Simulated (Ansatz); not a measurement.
SnTe under changes of volume

One of the cells (29.767 Å³/atom); the others are scaled copies at fixed shape and fractional positions:

```
CELL_PARAMETERS angstrom
3.90470 0.00000 0.00000
0.00000 3.90470 0.00000
0.00000 0.00000 3.90470
ATOMIC_POSITIONS crystal
Te 0.50000 0.50000 0.50000
Sn 0.00000 0.00000 0.00000
```

Measurements of this composition are mostly on another form, of space group No. 225.

| Quantity | Value |
| --- | --- |
| Program | Ansatz 0.2.0 |
| Functional | PBE |
| Potentials or basis | all-electron LAPW, scalar-relativistic |
| Cutoff | 166 eV (chosen from the basis error) |
| Basis error allowed | 0.0005 eV/atom |
| k mesh | 7 × 7 × 7 |
| Occupations | fermi-dirac, width 0.05 eV |
| Spin | no spin polarisation |

```tsv
volume (Å³/atom)	energy over the lowest point (meV/atom)	pressure (GPa)
27.981	2.67	1.4
28.576	0.00	0.4
29.172	0.42	-0.4
29.767	3.47	-1.0
30.362	?	?
30.958	16.18	-2.1
31.553	25.06	-2.6
```

What does the run at 30.362 Å³/atom give?

Energy over the lowest point 8.85 meV/atom; pressure -1.6 GPa.

Worked out: A Birch-Murnaghan fit of order 3 (a polynomial in V^(-2/3)) to the other rows has its minimum at 28.78 Å³/atom with B0 = V·E''(V) = 38 GPa and B' = 6.6. It gives 8.86 meV/atom at 30.362 Å³/atom, against the run's 8.85, and -dE/dV = -1.7 GPa, against -1.6.

Energies are extrapolated to zero smearing.
